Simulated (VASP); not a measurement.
Al2O3: atomic charges with PBE

The system is Al2O3.

```xyz
5
Lattice="3.0175 0.0000 0.0000 -1.5087 2.6132 0.0000 0.0000 0.0000 7.5746" Properties=species:S:1:pos:R:3 pbc="T T T"
Al    0.0000    0.0000    5.4693
Al    0.0000    0.0000    2.1054
O     0.0000    0.0000    3.7873
O     1.5087    0.8711    6.0638
O     0.0000    1.7421    1.5108
```

Measurements of this composition are mostly on another form, of space group No. 167.

| Property | Result |
| --- | --- |
| Program | VASP 6.6.1 |
| Task | atomic charges |
| Functional | PBE |
| Potentials or basis | VASP PAW PBE potentials, release 64 (Al, O) |
| Cutoff | 520 eV |
| k mesh | 10 × 10 × 4 |
| Occupations | gaussian, width 0.02 eV |
| Spin | no spin polarisation |
| Further INCAR settings | ALGO = Normal; EDIFF = 1e-06 |

- Pressure: -0.5 GPa
- Largest force: 0.091 eV/Å
- Band gap on the k mesh: 2.29 eV, direct
- Valence electrons inside the program's atomic spheres: Al 0.77; O 5.18, 5.13

Forces on the atoms (eV/Å):
```
Al   0.000  0.000 -0.076
Al   0.000  0.000  0.076
O    0.000  0.000  0.000
O    0.000  0.000 -0.091
O    0.000  0.000  0.091
```

Stress tensor (GPa, compression positive):
```
-0.71  0.00  0.00
 0.00 -0.71  0.00
 0.00  0.00 -0.21
```

Levels at points of the mesh, in eV from the valence-band top:
```tsv
k point	band 8	band 9	band 10	band 11	band 12	band 13	band 14	band 15	band 16
(0.00, 0.00, 0.00)	-3.73	-3.73	-2.35	0.00	0.00	2.29	4.27	7.35	10.52
(0.50, 0.00, 0.00)	-4.31	-3.55	-3.12	-1.76	-0.48	4.60	6.19	8.17	8.95
(0.00, 0.00, 0.50)	-3.72	-3.66	-3.11	0.00	0.00	3.24	3.31	8.12	8.76
(0.50, 0.00, 0.50)	-4.35	-3.43	-3.34	-1.70	-0.48	5.04	5.60	8.09	8.66
```

Wall time 17 s on 1 thread of Intel(R) Xeon(R) 6975P-C (Granite Rapids) (shared host), peak memory 0.19 GiB.

A k mesh can miss the band edges. Expect the measured gap to be larger: semilocal functionals such as PBE lack the derivative discontinuity.
